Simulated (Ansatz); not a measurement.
# KMgF3 (Pm-3m) in Ansatz: reference runs

How does KMgF3 come out in PBEsol? The cell is run as given and disturbed.

All numbers are computed with Ansatz 0.2.0; they aren't measurements. Logs are shortened: lines on timing, memory, paths and dates and some standing lists are left out, and cuts for length are marked.

## Step 1: The crystal as given

The structure is cubic, space group Pm-3m (No. 221). The conventional cell has a = 3.986 Å, b = 3.986 Å, c = 3.986 Å, α = 90.00°, β = 90.00°, γ = 90.00°. K (site symmetry m-3m) has 12 F at 2.82 Å as nearest neighbours. Around Mg (site symmetry m-3m) lie 6 F at 1.99 Å. Around F (site symmetry 4/mmm) lie 2 Mg at 1.99 Å.

## Step 2: Single point, PBEsol

input.yaml reads:

```yaml
crystal:
  lattice:
    - [3.9859, 0.0, 0.0]
    - [0.0, 3.9859, 0.0]
    - [0.0, 0.0, 3.9859]
  atoms:
    - { symbol: K, position: [0.5, 0.5, 0.5] }
    - { symbol: Mg, position: [0.0, 0.0, 0.0] }
    - { symbol: F, position: [0.0, 0.0, 0.5] }
    - { symbol: F, position: [0.0, 0.5, 0.0] }
    - { symbol: F, position: [0.5, 0.0, 0.0] }
hamiltonian:
  xc: pbesol
  pseudopotentials: { kind: paw }
kpoints:
  mp_grid: { grid: [7, 7, 7] }
scf:
  occupations: { method: fermi_dirac, width: 0.05 }
output:
  forces: true
  stress: true
  eigenvalues: true
  write_density: true
  write_potential: true
  elf: true
  volumetric_format: npy
```

Potentials or basis: Ansatz PAW.

Started as:

```sh
$ ansatz run input.yaml --threads 2 --pin off --max-ram 5632MiB --backend cpu --events-out ev --progress --plain --runs-dir out
```

Log:

```text
Warning: RAYON_NUM_THREADS=2 ignored (pool sized by the plan → 2); use --threads N
Engine: ansatz 0.2.0, x86_64-unknown-linux-gnu
Pseudopotentials: kind: paw
Pseudopotential: K, paw, valence charge 9, recommended cutoff 420 eV (normal), K.paw.azcp
Pseudopotential: Mg, paw, valence charge 10, recommended cutoff 420 eV (normal), Mg.paw.azcp
Pseudopotential: F, paw, valence charge 7, recommended cutoff 420 eV (normal), F.paw.azcp
Functional definition: PBEsol
  exchange = pbesol_x
  correlation = pbesol_c
Crystal: 5 atoms, lattice volume = 63.326 Å³
Basis set: ecut = 420 eV, 1237 PW (Γ), exchange–correlation on 54×54×54 points (8 copies of the dense FFT grid, shifted against one another)
Bands: 25, of which v1, the nominal top of the filled ones, is band 20 counted from 1 (19 counted from 0)
Symmetry: 48 space group operations
Space group: Pm-3m (ITA 221), of the structure as read, at distance tolerance 4.0e-5 Å
k-points: 20 of 343
Non-local potential: K, projectors of the file, l = 0: 3, l = 1: 2, l = 2: 2
Non-local potential: Mg, projectors of the file, l = 0: 3, l = 1: 2, l = 2: 1
Non-local potential: F, projectors of the file, l = 0: 2, l = 1: 2, l = 2: 1
PAW form: soft (Blöchl's): semilocal exchange-correlation on the pseudo side does not see the compensation charge
PAW frozen core: K, regenerated for the run's functional, and the local potential with it (the file was generated under x = pbe(κ = 0.804, μ = 0.2195149727645171), c = pbe(β = 0.06672455060314922))
PAW frozen core: Mg, regenerated for the run's functional, and the local potential with it (the file was generated under x = pbe(κ = 0.804, μ = 0.2195149727645171), c = pbe(β = 0.06672455060314922))
PAW frozen core: F, regenerated for the run's functional, and the local potential with it (the file was generated under x = pbe(κ = 0.804, μ = 0.2195149727645171), c = pbe(β = 0.06672455060314922))
PAW one-centre angular grid: K, 110 points (default); XC on 64 Gauss nodes
PAW one-centre angular grid: Mg, 110 points (default); XC on 64 Gauss nodes
PAW one-centre angular grid: F, 110 points (default); XC on 64 Gauss nodes
Initial density: superposition of atomic densities (neutral atoms: chi_scale 0, normalization atom), corrected by the library's trained network
Initial wavefunctions: pseudopotential atomic-orbital guess
Functional: x = pbesol(κ = 0.804, μ = 0.12345679012345678), c = pbesol(β = 0.046)
SCF iter   1: F=—  HF=-5837.515846 eV  |F-HF|=—  |Δ(HF+E_count)|=         —  Δρ=1.37e-2  dr2=7.34e-2  ethr=1.77e-3  ⟨swp⟩=6.0  Hψ=2442  notcnv=0
preconditioner: auto → Resta (q_TF=auto, 2.527 Å⁻¹)  ε∞=2.9  [insulator: Δε(μ)=7.015 eV  Ē_g=18.967 eV  σ=0.050 eV  W_gap=1.00  n_scr=18 (ndim 8)  ℏωp=26.4 eV  f_vac=0.032  D(μ)=0.00/eV (n_scr^D=0)  ε∞_Penn≈2.9]
SCF iter   2: F=—  HF=-5837.492650 eV  |F-HF|=—  |Δ(HF+E_count)|=   2.32e-2  Δρ=2.35e-3  dr2=1.31e-3  ethr=1.83e-4  ⟨swp⟩=2.1  Hψ=1030  notcnv=0  defer=19
SCF iter   3: F=—  HF=-5837.492366 eV  |F-HF|=—  |Δ(HF+E_count)|=   2.84e-4  Δρ=9.04e-4  dr2=3.34e-4  ethr=3.27e-6  ⟨swp⟩=2.0  Hψ=788  notcnv=0  defer=19
SCF iter   4: F=—  HF=-5837.492402 eV  |F-HF|=—  |Δ(HF+E_count)|=   3.60e-5  Δρ=2.44e-4  dr2=2.46e-5  ethr=8.34e-7  ⟨swp⟩=2.0  Hψ=565  notcnv=0  defer=19
SCF iter   5: F=—  HF=-5837.492523 eV  |F-HF|=—  |Δ(HF+E_count)|=   1.21e-4  Δρ=3.73e-5  dr2=7.22e-7  ethr=6.16e-8  ⟨swp⟩=2.1  Hψ=838  notcnv=0  defer=19
SCF iter   6: F=-5837.492524 eV  HF=-5837.492524 eV  |F-HF|=5.91e-8  |Δ(HF+E_count)|=   8.16e-7  Δρ=7.31e-6  dr2=3.12e-8  ethr=2.50e-10  ⟨swp⟩=11.9  Hψ=3951  notcnv=0
SCF 1 converged in 6 iterations: F = -5837.492524 eV  dr2 = 3.12e-8
SCF converged after 6 iterations
Free energy (F): -5837.492524 eV
Harris-Foulkes:  -5837.492524 eV  (|F-HF|=5.91e-8)
Internal energy: -5837.492524 eV  (E = F + TS)
E sigma→0 (E₀):  -5837.492524 eV
Fermi energy:    6.402849 eV
--- Per-component energies (eV) ---
  E_band       = -500.718472
  E_kinetic    = 953.792981
  E_local      = -3728.112696  (includes V_loc(G=0)·N_el)
  E_nonlocal   = 330.551510
  E_hartree    = 1352.700536
  E_xc         = -400.954949
  E_vxc        = -508.982397  (∫ρ·V_xc dr)
  E_paw        = -1624.132508  (= ΣΔE_a)
  E_vpaw       = -253.381313  (= ΣTr[D̂ρ^β])
  E_aug_tail   = 0.006081  (compensation charges beyond the density's cutoff)
  E_ewald      = -2721.637555
  E_core_change = 0.294075  (= ΣΔE_core)
  E_smearing   = -0.000000  (= −TS)
  E_closure    = 0.000000  (closes the sum)
  Σ components = -5837.492524   (vs F -5837.492524, Δ=0.00e0)
--- Forces (eV/Å), atoms counted from 1 ---
  atom   1  K      0.00000000     0.00000000    -0.00000000
  atom   2  Mg     0.00000000     0.00000000    -0.00000000
  atom   3  F      0.00000000    -0.00000000    -0.00000000
  atom   4  F      0.00000000    -0.00000000     0.00000000
  atom   5  F     -0.00000000    -0.00000000     0.00000000
  max |Σ_I F_I| component: 5.47e-29 eV/Å
--- Stress (GPa, compression-positive) ---
        0.302632      -0.000000       0.000000
       -0.000000       0.302632       0.000000
        0.000000       0.000000       0.302632
  P = ⅓ Tr σ = 0.3026 GPa (3.026 kbar)
--- Band table (eV; the first three rows and the last of 20) ---
  k-point 0: bands = ["-67.6047", "-34.5615", "-34.5615", "-34.5615", "-22.7215", "-17.2606", "-16.5939", "-16.5939", "-6.2882", "-6.2882", "-6.2882", "0.3132", "0.3132", "0.3132", "2.1112", "2.1112", "2.1112", "2.4217", "2.4217", "2.4217", "9.8909", "12.6995", "12.6995", "14.8644", "14.8644"]
  k-point 1: bands = ["-67.6046", "-34.5629", "-34.5615", "-34.5615", "-22.7159", "-17.2367", "-16.6191", "-16.5923", "-6.2851", "-6.2773", "-6.2773", "0.3262", "0.3361", "0.3361", "2.0612", "2.0678", "2.0678", "2.2227", "2.3812", "2.3812", "10.2537", "12.8852", "12.9170", "14.9605", "14.9726"]
  k-point 2: bands = ["-67.6046", "-34.5661", "-34.5614", "-34.5614", "-22.7031", "-17.1762", "-16.6826", "-16.5885", "-6.2781", "-6.2525", "-6.2525", "0.3913", "0.3913", "0.3930", "1.7678", "1.9538", "1.9675", "1.9675", "2.2914", "2.2914", "11.1829", "13.3215", "13.3623", "15.2039", "15.2183"]
  k-point 19: bands = ["-67.6045", "-34.5682", "-34.5681", "-34.5681", "-22.6582", "-16.7889", "-16.7499", "-16.7499", "-6.4656", "-6.4656", "-6.4442", "-1.0980", "1.0205", "1.0852", "1.0852", "1.5829", "1.5829", "2.6783", "2.6783", "2.7112", "13.1115", "13.2431", "13.2431", "16.2580", "16.3429"]
```

Run time: 0.73 s. Hardware: 2 threads of Intel Xeon 6975P-C (Granite Rapids), shared host; peak memory 0.38 GiB.

Results:

```yaml
Free_energy: -5837.4925 eV
Pressure: 0.3 GPa
Band_gap_on_the_k_mesh: 7.18 eV, indirect (least direct gap 7.47 eV)
```

Levels at points of the mesh, in eV from the valence-band top:
```
           k point  band 18  band 19  band 20  band 21  band 22  band 23
(0.00, 0.00, 0.00)    -0.29    -0.29    -0.29     7.18     9.99     9.99
```

Caveat: odd divisions of the mesh miss points on the zone boundary, where band edges often lie, so the gap on the mesh can be too wide; the pressure holds a Pulay correction of +0.6 GPa for the finite cutoff; the PAW data sets come from PBE, with cores solved anew for the run's functional, which leaves a small shift of forces and pressure. A k mesh can miss the band edges.

## Step 3: Single point, PBEsol (atoms moved at random, drawn with an rms of 0.05 Å)

input.yaml reads:

```yaml
crystal:
  lattice:
    - [3.9859, 0.0, 0.0]
    - [0.0, 3.9859, 0.0]
    - [0.0, 0.0, 3.9859]
  atoms:
    - { symbol: K, position: [0.491557, 0.521418, 0.483788] }
    - { symbol: Mg, position: [-0.001863, 0.006229, 0.0002] }
    - { symbol: F, position: [0.001548, 0.000836, 0.515127] }
    - { symbol: F, position: [-0.002412, 0.48898, 0.009739] }
    - { symbol: F, position: [0.506706, 0.008142, -0.00277] }
hamiltonian:
  xc: pbesol
  pseudopotentials: { kind: paw }
kpoints:
  mp_grid: { grid: [7, 7, 7] }
scf:
  occupations: { method: fermi_dirac, width: 0.05 }
output:
  forces: true
  stress: true
  eigenvalues: true
```

Potentials or basis: Ansatz PAW.

Started as:

```sh
$ ansatz run input.yaml --threads 2 --pin off --max-ram 5632MiB --backend cpu --events-out ev --progress --plain --runs-dir out
```

Wall time 5.1 s (2 threads of Intel Xeon 6975P-C (Granite Rapids), shared host); peak memory 0.56 GiB.

The run converged. Its results:

```yaml
Free_energy: -5837.4305 eV
Pressure: 0.9 GPa
Largest_force: 0.761 eV/Å
Band_gap_on_the_k_mesh: 7.17 eV, indirect (least direct gap 7.46 eV)
```

Forces in eV/Å, atoms in the order of the input:
```
K    0.075 -0.160  0.169
Mg   0.196 -0.390  0.330
F    0.027 -0.071 -0.629
F    0.063  0.758  0.010
F   -0.361 -0.137  0.121
```

Stress tensor (GPa, compression positive):
```
 0.73 -0.03  0.02
-0.03  1.02  0.04
 0.02  0.04  0.89
```

Levels at points of the mesh, in eV from the valence-band top:
```csv
k point,band 17,band 18,band 19,band 20,band 21,band 22,band 23,band 24
"(0.00, 0.00, 0.00)",-0.60,-0.30,-0.30,-0.29,7.17,9.99,10.02,12.15
```

Caveat: odd divisions of the mesh miss points on the zone boundary, where band edges often lie, so the gap on the mesh can be too wide; the pressure holds a Pulay correction of +0.6 GPa for the finite cutoff; the PAW data sets come from PBE, with cores solved anew for the run's functional, which leaves a small shift of forces and pressure. A k mesh can miss the band edges.
